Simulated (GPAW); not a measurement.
Write an ASE script for GPAW 26.7.0 that does the following.

```yaml
Task: single point
Functional: PBE
Potentials_or_basis: GPAW PAW data sets (gpaw-data 1.2.1)
Cutoff: 600 eV
Basis: pw
k_mesh: 8 × 8 × 8
Occupations: gaussian, width 0.014 eV
Spin: no spin polarisation
Maxiter: 150
```

The system is Ge.

```xyz
2
Lattice="0.0000 2.8289 2.8289 2.8289 0.0000 2.8289 2.8289 2.8289 0.0000" Properties=species:S:1:pos:R:3 pbc="T T T"
Ge    4.2434    4.2434    4.2434
Ge    2.8289    2.8289    2.8289
```

One way to write it, as run:

run.py

```python
from ase import Atoms
from ase.dft.bandgap import bandgap
from ase.io import write
from ase.units import GPa
from gpaw import GPAW, PW

atoms = Atoms(['Ge', 'Ge'],
              cell=[[0.0, 2.82891, 2.82891],
                    [2.82891, 0.0, 2.82891],
                    [2.82891, 2.82891, 0.0]],
              scaled_positions=[[0.75, 0.75, 0.75],
                                [0.5, 0.5, 0.5]],
              pbc=True)

calc = GPAW(mode=PW(600),
            xc='PBE',
            kpts={'size': (8, 8, 8), 'gamma': True},
            occupations={'name': 'methfessel-paxton', 'order': 0, 'width': 0.014},
            nbands=11,
            convergence={'density': 1e-05, 'energy': 1e-05},
            maxiter=150,
            txt='gpaw.txt')
atoms.calc = calc
energy = atoms.get_potential_energy()
forces = atoms.get_forces()
stress = atoms.get_stress()
calc.write('gs.gpw')
write('result.traj', atoms)
print(f'Energy: {energy:.6f} eV')
print('Forces (eV/A):')
print(forces.round(4))
print('Stress (GPa):', (stress / GPa).round(3))
print('Fermi level:', round(calc.get_fermi_level(), 4), 'eV')
print(f'Gap: {bandgap(calc)[0]:.4f} eV, direct: {bandgap(calc, direct=True)[0]:.4f} eV')
```

Potentials or basis: GPAW PAW data sets (gpaw-data 1.2.1), pw.

Command:

```sh
$ OMP_NUM_THREADS=1 python run.py
```

Results of the run:

- Pressure: 3.8 GPa
- Band gap on the k mesh: 0.09 eV, direct

Wall time 9.6 s on 1 thread of Arm Neoverse V1, with other jobs on the host, peak memory 0.14 GiB.
